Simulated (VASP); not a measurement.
Wanted: the native input for a VASP 6.6.1 run.

```
Task                   : relaxation of shape and atoms at fixed volume
Functional             : PBE
Potentials or basis    : VASP PAW PBE potentials, release 64 (Mg, Sb)
Cutoff                 : 600 eV
k mesh                 : 9 × 9 × 5
Occupations            : gaussian, width 0.03 eV
Spin                   : no spin polarisation
Further INCAR settings : ALGO = Normal; EDIFF = 1e-07; IBRION = 2; EDIFFG = -0.01; NSW = 40; ISIF = 4
```

The structure of Mg3Sb2 lies in POSCAR:

```
Mg3Sb2                                  
1.0
    4.5647904935      0.0000000000      0.0000000000
   -2.2823952468      3.9532245303      0.0000000000
    0.0000000000      0.0000000000      7.2249220948
  Mg              Sb            
     3     2
Direct
     0.3333333332999970    0.6666666667000030    0.6320893614191547
     0.6666666667000030    0.3333333332999970    0.3679106385808453
     0.0000000000000000    0.0000000000000000    0.0000000000000000
     0.3333333332999970    0.6666666667000030    0.2254486671126870
     0.6666666667000030    0.3333333332999970    0.7745513328873130
```

The cell isn't the ideal one: a relaxed cell with its volume scaled by 0.98.

The input as run:

INCAR

```
PREC = Accurate ; ENCUT = 600
EDIFF = 1E-7 ; ISMEAR = 0
SIGMA = 0.03 ; LREAL = F
LASPH = T ; NELM = 80
ALGO = Normal ; ISIF = 4
LWAVE = F ; LCHARG = F
GGA = PE ; IBRION = 2
NSW = 40 ; EDIFFG = -0.01
```

KPOINTS

```
regular mesh
0
Gamma
  9 9 5
```

Potentials or basis: VASP PAW PBE potentials, release 64 (Mg, Sb).

Command:

```console
$ cat potpaw_PBE.64/Mg/POTCAR potpaw_PBE.64/Sb/POTCAR > POTCAR
$ mpirun -np 1 vasp_std > vasp.out
```

It gave:

```json
{"Energy gained by relaxing": "0.1 meV/atom", "Ionic steps": "3", "Pressure after relaxing": "0.9 GPa", "Largest force after relaxing": "0.005 eV/Å", "Band gap on the k mesh": "0.16 eV, indirect (least direct gap 1.10 eV)"}
```

Caveat: spin-orbit coupling is left out, which moves the levels of the heavy elements; an odd mesh through Γ misses points on the zone boundary, where band edges often lie.

Run time: 67 s on 1 thread of Intel(R) Xeon(R) 6975P-C (Granite Rapids), with other jobs on the host, peak memory 0.33 GiB.
